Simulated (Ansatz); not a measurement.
## From the elastic tensor of WS2 at 7 GPa (stress–strain coefficients) to moduli and sound speeds

These are results of DFT PBEsol, scalar-relativistic, plane waves, PAW in Ansatz 0.2.0, not measurements. Plane waves to 420 eV; Γ-centred k mesh 12×12×12; fixed occupations. No spin polarisation.

The structure is trigonal, space group R3m (No. 160). The conventional cell has a = 3.103 Å, b = 3.103 Å, c = 17.183 Å, α = 90.00°, β = 90.00°, γ = 120.00°. W (site symmetry 3m) has 6 S at 2.38 Å as nearest neighbours. S (site symmetry 3m) is surrounded by 3 W at 2.38 Å. S (site symmetry 3m) has 3 W at 2.38 Å as nearest neighbours.

The crystal is built of layers and no dispersion correction was added, so the binding between them is poorly described, and with it their spacing and whatever depends on it. Spin–orbit coupling is left out, which matters for heavy elements. Other phases may be more stable at this pressure. The bands were filled as in an insulator; under compression the gap may have closed between mesh points.

Relaxed-ion constants (GPa, on the Cartesian axes of the calculation):
```
307.6  75.6  43.5  11.7   0.0   0.0
 75.6 307.6  43.5 -11.7   0.0   0.0
 43.5  43.5 127.6   0.0   0.0   0.0
 11.7 -11.7   0.0  49.8   0.0   0.0
  0.0   0.0   0.0   0.0  49.8  11.7
  0.0   0.0   0.0   0.0  11.7 116.0
```

Density 8.622 g/cm³; 3 atoms in 47.75 Å³.

The values that follow are for a polycrystal of randomly turned grains, by Hill's mean where one number stands. In a crystal this anisotropic the Voigt and Reuss bounds lie far apart, so Hill's mean and the sound speeds and Debye temperature from it are rough.

With S = C⁻¹: B_V = (C11+C22+C33+2(C12+C13+C23))/9, G_V = (C11+C22+C33−C12−C13−C23+3(C44+C55+C66))/15, 1/B_R = S11+S22+S33+2(S12+S13+S23), 15/G_R = 4(S11+S22+S33−S12−S13−S23)+3(S44+S55+S66); Hill is their mean. Then v_l = √((B+4G/3)/ρ), v_t = √(G/ρ), v_m = [(2/v_t³+1/v_l³)/3]^(−1/3) and Θ = (ħ/k_B)·v_m·(6π²n/V)^(1/3) for n atoms in the volume V; E = 9BG/(3B+G), ν = (3B−2G)/(2(3B+G)) and A^U = 5G_V/G_R + B_V/B_R − 6.

```json
{"Bulk modulus, Voigt / Reuss / Hill": "118.7 / 97.1 / 107.9 GPa", "Shear modulus, Voigt / Reuss / Hill": "81.8 / 67.0 / 74.4 GPa", "Young's modulus": "182 GPa", "Poisson ratio": "0.220", "Pugh ratio B/G": "1.45", "Universal anisotropy index": "1.32", "Longitudinal and transverse sound speeds": "4901 and 2938 m/s", "Debye temperature from the mean sound speed": "385 K"}
```

This form isn't the usual stable structure of the compound at low pressure.

Cost: 1 run of about 9.4 core-minutes, on Intel Xeon 6975P-C (Granite Rapids) (shared hosts).